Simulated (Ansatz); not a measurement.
# MgO: where the heat goes in a short trajectory

These are results of Ansatz, DFT PBEsol, scalar-relativistic, plane waves, PAW, not measurements. Cutoff 420 eV, shifted (0.5, 0.5, 0.5 steps) 2×2×2 k-points, Fermi–Dirac smearing of 0.039 eV. The mesh is coarse. No spin polarisation.

16 atoms start on the lattice sites below (V = 190.8 Å³, 1.01 times the source cell's; static pressure -0.83 GPa, largest force component 0.02 eV/Å) with velocities drawn for 450 K; Langevin thermostat aiming at the same temperature, fixed cell, 77 steps of 1 fs.

```yaml
crystal:
  lattice:
    - [-1.65939, 2.87414, 4.99944]
    - [-1.65939, 2.87414, -4.99944]
    - [-3.31878, -5.74829, 0.00000]
  atoms:
    - { symbol: Mg, position: [0.16775, 0.16559, 0.33333] }
    - { symbol: Mg, position: [0.66775, 0.66559, 0.33333] }
    - { symbol: Mg, position: [0.16775, 0.16559, 0.83333] }
    - { symbol: Mg, position: [0.66775, 0.66559, 0.83333] }
    - { symbol: Mg, position: [0.08441, 0.58225, 0.16667] }
    - { symbol: Mg, position: [0.58441, 0.08225, 0.16667] }
    - { symbol: Mg, position: [0.08441, 0.58225, 0.66667] }
    - { symbol: Mg, position: [0.58441, 0.08225, 0.66667] }
    - { symbol: O, position: [0.36789, 0.96545, 0.33333] }
    - { symbol: O, position: [0.86789, 0.46545, 0.33333] }
    - { symbol: O, position: [0.36789, 0.96545, 0.83333] }
    - { symbol: O, position: [0.86789, 0.46545, 0.83333] }
    - { symbol: O, position: [0.28455, 0.38211, 0.16667] }
    - { symbol: O, position: [0.78455, 0.88211, 0.16667] }
    - { symbol: O, position: [0.28455, 0.38211, 0.66667] }
    - { symbol: O, position: [0.78455, 0.88211, 0.66667] }
```

| t (fs) | T (K) | kinetic energy (meV/atom) | potential energy over the first frame (meV/atom) | P with the kinetic part (GPa) |
| --- | --- | --- | --- | --- |
| 0.0 | 422 | 54.5 | 0.0 | -0.34 |
| 5.0 | 346 | 44.7 | 7.2 | -0.26 |
| 10.0 | 276 | 35.7 | 20.9 | 0.00 |
| 15.0 | 382 | 49.3 | 32.7 | 0.42 |
| 20.0 | 329 | 42.5 | 39.7 | 0.50 |
| 25.0 | 251 | 32.5 | 43.1 | 0.48 |
| 30.0 | 317 | 41.0 | 41.1 | 0.51 |
| 35.0 | 451 | 58.2 | 40.0 | 0.56 |
| 40.0 | 353 | 45.6 | 44.5 | 0.63 |
| 45.0 | 316 | 40.9 | 47.2 | 0.67 |
| 50.0 | 420 | 54.3 | 46.9 | 0.67 |
| 55.0 | 363 | 47.0 | 44.1 | 0.41 |
| 60.0 | 316 | 40.8 | 44.2 | 0.29 |
| 65.0 | 475 | 61.5 | 42.8 | 0.35 |
| 70.0 | 412 | 53.3 | 41.1 | 0.06 |
| 75.0 | 429 | 55.4 | 42.0 | 0.02 |

T counts 3N degrees of freedom. Means over every step of the second half, not only the rows shown: T = 381 K, kinetic energy 49.3 meV/atom, potential energy 44.2 meV/atom, P = 0.37 GPa.

Question: Does the potential energy follow equipartition for harmonic vibrations?

Answer: In a harmonic crystal each vibration holds as much potential as kinetic energy on average; T is counted on all 3N degrees of freedom here, and the thermostat also drives the centre of mass, which has no potential energy, so the share is (N − 1)/N of the kinetic energy, 46.2 meV/atom. The run has 44.2, a ratio of 0.96. That is near one, as for a crystal vibrating about its sites. So short a run gives a rough mean. T is still well under the temperature that the thermostat aims for.

Question: Split the rise of pressure into the kinetic part and the rest. Can a thermal Grüneisen parameter be estimated?

Answer: The program counts the kinetic part as N k_B T/V = 0.44 GPa. The pressure lies 1.21 GPa over the static one in all, so the forces add 0.76 GPa. For a harmonic mode with ω ∝ V^(−γ) and an amplitude that scales with the cell, the forces add (2γ − 2/3)U/V, which needs no equipartition; when U equals the kinetic energy K, this and the kinetic part 2K/(3V) sum to the Mie–Grüneisen γE_th/V. With U = N × 44.2 meV, γ = 1/3 + V ΔP_forces/(2U) = 0.98, for harmonic vibrations a mean over the modes weighted by their potential energy, for uniform scaling of the cell (in a layered or otherwise anisotropic crystal this differs from γ under hydrostatic pressure). Most solids fall between 1 and 3, and tetrahedral, framework and layered ones often lower; anharmonic motion and pressure swings in a cell of 16 atoms make this value uncertain by tenths or more. The mean pressure differs by 0.4 GPa between the two halves of this window, worth 0.3 in γ, so slow motion isn't averaged out and the value is a rough guess.

Cost: 1 run of about 11 core-minutes (earlier runs that led there not counted), on Arm Neoverse N1 (shared hosts).